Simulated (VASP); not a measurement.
The system is Li2Se.

```xyz
3
Lattice="0.0000 3.0025 3.0025 3.0025 0.0000 3.0025 3.0025 3.0025 0.0000" Properties=species:S:1:pos:R:3 pbc="T T T"
Se    0.0000    0.0000    0.0000
Li    4.5038    4.5038    4.5038
Li    1.5012    1.5012    1.5012
```

Base run:

* Program: VASP 6.6.1
* Functional: revPBE
* Potentials or basis: VASP PAW PBE potentials, release 64 (Se, Li_sv)
* Cutoff: 520 eV
* k mesh: 8 × 8 × 8
* Occupations: fermi-dirac, width 0.05 eV
* Spin: no spin polarisation

Its results: band gap on the k mesh 3.08 eV, indirect (least direct gap 3.52 eV).

Q: After a change of settings the same cell gave: band gap on the k mesh 2.83 eV, indirect (least direct gap 3.24 eV). Which change was it?
A. functional from revPBE to r2SCANh; k mesh from 8 × 8 × 8 to 4 × 4 × 4
B. functional from revPBE to rSCAN; further incar settings from ALGO = Normal; EDIFF = 1e-07; NBANDS = 13 to ALGO = Normal; EDIFF = 1e-06; NBANDS = 13
C. functional from revPBE to r2SCAN; further incar settings from ALGO = Normal; EDIFF = 1e-07; NBANDS = 13 to ALGO = Normal; EDIFF = 1e-06; NBANDS = 13
D. functional from revPBE to PBEsol

A: D.

Not every run made on this cell is shown here.
